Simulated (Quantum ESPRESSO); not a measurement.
**TiC: band structure with PBEsol**

Crystal: TiC.

```
CELL_PARAMETERS angstrom
0.00000 2.16572 2.16572
2.16572 0.00000 2.16572
2.16572 2.16572 0.00000
ATOMIC_POSITIONS crystal
Ti 0.00000 0.00000 0.00000
C 0.50000 0.50000 0.50000
```

The cell is a database's computed one.

| Item | Value |
| --- | --- |
| Program | Quantum ESPRESSO 7.5 |
| Task | band structure |
| Functional | PBEsol |
| Potentials or basis | PseudoDojo 0.4.1 SR PBEsol standard |
| Cutoff | 1143 eV |
| Density cutoff | 4572 eV |
| k mesh | 11 × 11 × 11 |
| Occupations | fermi-dirac, width 0.05 eV |
| Spin | no spin polarisation |
| Mixing beta | 0.5 |
| Most SCF iterations | 120 |
| SCF threshold | 4e-10 Ry |

```yaml
Pressure: -6.5 GPa
Band_gap_on_the_k_mesh: none (metal or under the smearing width)
```

Levels at the corners of the path, in eV from the Fermi level:
| point | band 6 | band 7 | band 8 | band 9 | band 10 | band 11 |
| --- | --- | --- | --- | --- | --- | --- |
| Γ | 0.62 | 0.62 | 0.62 | 1.64 | 1.64 | 1.64 |
| X | -3.51 | -1.73 | -0.09 | -0.09 | 2.71 | 3.49 |
| W | -3.23 | -3.23 | -2.77 | 2.75 | 2.75 | 3.49 |
| K | -3.56 | -3.43 | -1.77 | 1.40 | 3.10 | 3.80 |
| Γ | 0.62 | 0.62 | 0.62 | 1.64 | 1.64 | 1.64 |
| L | -5.94 | -2.96 | -2.96 | 2.88 | 2.88 | 4.07 |
| U | -3.56 | -3.43 | -1.77 | 1.40 | 3.10 | 3.80 |
| W | -3.23 | -3.23 | -2.77 | 2.75 | 2.75 | 3.49 |
| L | -5.94 | -2.96 | -2.96 | 2.88 | 2.88 | 4.07 |
| K | -3.56 | -3.43 | -1.77 | 1.40 | 3.10 | 3.80 |
| U | -3.56 | -3.43 | -1.77 | 1.40 | 3.10 | 3.80 |
| X | -3.51 | -1.73 | -0.09 | -0.09 | 2.71 | 3.49 |

It took 41 s on 1 thread of Arm Neoverse V1, with other jobs on the host, peak memory 0.09 GiB.
